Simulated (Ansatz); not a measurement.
# Bi$_{2}$Te$_{3}$: stiffness from a series of strains

```yaml
crystal:
  lattice:
    - [2.20850, 1.27508, 9.94667]
    - [-2.20850, 1.27508, 9.94667]
    - [0.00000, -2.55016, 9.94667]
  atoms:
    - { symbol: Bi, position: [0.81200, 0.81200, 0.81200] }
    - { symbol: Bi, position: [0.40200, 0.40200, 0.40200] }
    - { symbol: Te, position: [0.61100, 0.61100, 0.61100] }
    - { symbol: Te, position: [0.20000, 0.20000, 0.20000] }
    - { symbol: Te, position: [0.00000, 0.00000, 0.00000] }
```

Atoms are numbered in the order listed.

The geometry is COD entry 9012858, unchecked; take it as a test cell.

Spin–orbit coupling is left out, though it moves levels of the heavy atoms by tenths of an eV or more.

The calculation used DFT, LDA, all-electron LAPW, scalar-relativistic (Ansatz 0.2.0).

Sampling and basis: a Γ-centred 8×8×8 k mesh, Fermi–Dirac smearing of 0.08 eV, basis error target 1 meV/atom, no spin polarisation.

The strain is applied along the Cartesian axes of the cell as listed (the other components stay zero). Fractional coordinates are held (clamped ions).

σ is the change of stress from the unstrained cell, which is at -1.87 GPa; tension is positive, so slopes are stress–strain coefficients at that pressure. In a metal the k mesh adds noise.

Only quantities that a quadratic follows smoothly over the whole series are listed; rougher ones are left out.

```csv
εxx = εyy,σzz (GPa),σxx (GPa)
-0.0300,-2.78,-3.46
-0.0200,-1.73,-2.20
0.0000,0.00,0.00
0.0100,0.72,0.95
0.0200,1.36,1.82
0.0300,1.92,2.60
```

(1) Fit the series and read off the stiffness at zero strain.

(2) One run, at εxx = εyy = -0.0100, is withheld. Predict its row.

Answers

(1) Least-squares fits y = p0 + p1 x + p2 x² to the rows give σzz (GPa): p1 = 78, p2 = -470; σxx (GPa): p1 = 101, p2 = -470. So C13 + C23 = 78 GPa and C11 + C12 = 101 GPa, for these axes.

(2) The fits give -0.83, -1.06; the run gave -0.81, -1.05.
